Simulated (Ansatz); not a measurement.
The system is GaAs.

```xyz
2
Lattice="0.0000 2.6959 2.6959 2.6959 0.0000 2.6959 2.6959 2.6959 0.0000" Properties=species:S:1:pos:R:3 pbc="T T T"
Ga    0.0000    0.0000    0.0000
As    2.6959    2.6959    2.6959
```

The cell was built by a generator and needn't be a form met in nature.

| Property | Result |
| --- | --- |
| Program | Ansatz 0.2.0 |
| Task | relaxation of cell and atoms |
| Functional | HSE06 |
| Potentials or basis | Ansatz PAW |
| Cutoff | 420 eV (not typed: the program's choice for these potentials) |
| k mesh | 5 × 5 × 5 |
| Occupations | fermi-dirac, width 0.05 eV |
| Spin | no spin polarisation |

At the start: volume 19.59 Å³/atom.

Question: Where does the relaxation end?

Answer: It ends after 5 steps and the volume is 18.90 Å³/atom (-3.5 %); space group Fm-3m (No. 225, to 0.05 Å).

The path:
```csv
step,energy change (eV),largest force (eV/Å),volume (Å³)
1,0.0000,0.0000,39.19
2,-0.0122,0.0000,37.38
3,-0.0132,0.0000,37.83
4,-0.0133,0.0000,37.80
5,-0.0126,0.0000,37.80
```

Final structure:
```
CELL_PARAMETERS angstrom
0.00000 2.66376 2.66376
2.66376 0.00000 2.66376
2.66376 2.66376 0.00000
ATOMIC_POSITIONS crystal
Ga 0.00000 0.00000 0.00000
As 0.50000 0.50000 0.50000
```

Caveat: the k mesh is coarse (spacing up to 0.40 Å⁻¹), so the values aren't converged, least of all with exact exchange; the plane-wave basis is chosen anew once the cell has moved, so the energies of steps on either side of that aren't comparable; the PAW data sets come from PBE, with cores solved anew for the run's functional, which leaves a small shift of forces and pressure.
